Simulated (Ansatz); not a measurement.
# SiO2 — quadrupolar parameters

The cell is an entry of the Crystallography Open Database (COD; perhaps a calculated or model structure).

```
Si O
1.0
     4.93290    0.00000    0.00000
     0.00000    4.93290    0.00000
     0.00000    0.00000    6.46450
Si O
4 8
Direct
  0.81771 0.81771 0.50000
  0.68229 0.31771 0.25000
  0.18230 0.18230 0.00000
  0.31771 0.68229 0.75000
  0.26834 0.36457 0.80193
  0.13543 0.76834 0.55193
  0.73166 0.63543 0.30193
  0.86457 0.23166 0.05193
  0.76834 0.13543 0.44807
  0.63543 0.73166 0.69807
  0.23166 0.86457 0.94807
  0.36457 0.26834 0.19807
```

Atom numbers follow the list; atoms alike are taken as one site, whose name carries the number of the first.

Method: Kohn–Sham DFT in Ansatz, PBE, plane waves and PAW (field gradients read without the response of the frozen cores, which leaves them typically 4 to 6 % off), scalar-relativistic, 420 eV cutoff, Γ-centred 4×4×3 k-points, Fermi–Dirac smearing 0.02 eV.

C_Q = eQV_zz/h, which is 24.18 MHz for Q = 1 b and V_zz = 10²¹ V/m²; η = (V_xx − V_yy)/V_zz. Directions are in the Cartesian axes of the cell vectors above, for the atom listed; none is given where the gradient is under 0.02 or η is above 0.95.

Q: Give the quadrupolar parameters of the distinct sites.

A: 

```json
{"site": "Si", "first atom": "1", "first shell": "4 O at 1.62 Å", "V_zz (10²¹ V/m²)": "0.61", "η": "0.22", "direction of V_zz (x, y, z)": "-0.18 0.18 0.97"}
{"site": "O", "first atom": "5", "first shell": "2 Si at 1.62 Å, angle 138°", "V_zz (10²¹ V/m²)": "9.36", "η": "0.29", "direction of V_zz (x, y, z)": "0.23 0.83 -0.51"}
```

At O V_zz runs parallel to the line that joins its two neighbours (within 2°).

At this cell the principal stresses reach 6 GPa in size with PBE, which can matter for small gradients. The cell is 8 % smaller than that of α-cristobalite at ambient conditions, so the entry probably stands for a crystal under pressure.
